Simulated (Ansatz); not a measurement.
## AgCl: a prediction, then the measurements

Method: DFT PBE, scalar-relativistic, plane waves, PAW in Ansatz.

Cutoff 420 eV; k points 8×8×8 on the computed 2-atom cell (Γ-centred); Gaussian smearing, width 0.02 eV; no spin polarisation.

Relaxed structure:

```
Ag Cl
1.0
     0.00000    2.80596    2.80596
     2.80596    0.00000    2.80596
     2.80596    2.80596    0.00000
Ag Cl
1 1
Direct
  0.00000 0.00000 0.00000
  0.50000 0.50000 0.50000
```

| Quantity | Value |
| --- | --- |
| Space group | Fm-3m (No. 225) |
| Volume per atom | 22.09 Å³ |
| Formation energy from the elements' standard states (uncorrected) | -0.452 eV/atom |
| Kohn–Sham band gap | 0.92 eV |
| Orbital (Löwdin) character of the top 1 eV of the valence band | Ag 4d 55 %, Cl 3p 42 % |
| Orbital (Löwdin) character of the lowest 1 eV of the conduction band | Ag 5s 70 %, Cl 3s 16 %, Cl 3p 12 % |
| Bader charge by site (e) | Ag (1 in the cell) 0.58, Cl (1 in the cell) -0.58 |

**Against measurements.**

Against the measured lattice constant a of AgCl, 5.558 Å (a printed reference work (textbook)), the calculated 5.612 Å is off by +1.0 %. The calculation is for 0 K without zero-point motion. Against the measured band gap of AgCl, 3.249 eV (indirect; a printed reference work (data compilation)), the calculated 0.92 eV is off by -2.33 eV. Kohn–Sham gaps of semilocal functionals fall short of measured ones as a rule.

The cell was reached from a generator's guess, though it ends in a space group that the Crystallography Open Database lists for this formula. Löwdin shares on free-atom orbitals overweight diffuse shells in the empty bands.
